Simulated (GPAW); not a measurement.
A run of GPAW 26.7.0 is set up as follows.

Contents of run.py:

```python
from ase.dft.bandgap import bandgap
from ase.io import read, write
from ase.units import GPa
from gpaw import GPAW, PW

atoms = read('POSCAR')

calc = GPAW(mode=PW(800),
            xc='PBE',
            kpts={'size': (9, 9, 9), 'gamma': True},
            occupations={'name': 'fermi-dirac', 'width': 0.05},
            nbands=16,
            convergence={'density': 1e-05, 'energy': 1e-05},
            maxiter=150,
            txt='gpaw.txt')
atoms.calc = calc
energy = atoms.get_potential_energy()
forces = atoms.get_forces()
stress = atoms.get_stress()
calc.write('gs.gpw')
write('result.traj', atoms)
print(f'Energy: {energy:.6f} eV')
print('Forces (eV/A):')
print(forces.round(4))
print('Stress (GPa):', (stress / GPa).round(3))
print('Fermi level:', round(calc.get_fermi_level(), 4), 'eV')
print(f'Gap: {bandgap(calc)[0]:.4f} eV, direct: {bandgap(calc, direct=True)[0]:.4f} eV')
```

The input POSCAR:

```
SrO
1.0
    0.0000000000      2.5663000000      2.6176260000
    2.5663000000      0.0000000000      2.6176260000
    2.5663000000      2.5663000000      0.0000000000
Sr O
1 1
Direct
    0.5000000000      0.5000000000      0.5000000000
    0.0000000000      0.0000000000      0.0000000000
```

Potentials or basis: GPAW PAW data sets (gpaw-data 1.2.1), pw.

Run with:

```sh
$ OMP_NUM_THREADS=1 python run.py
```

(1) Predict the pressure.

(2) Estimate the band gap on the k mesh.

Results:

(1) 2.0 GPa.

(2) 3.38 eV, indirect (least direct gap 3.47 eV).

Caveat: the density grid can change from cell to cell, which puts small steps into energies and stress; an odd mesh through Γ misses points on the zone boundary, where band edges often lie.
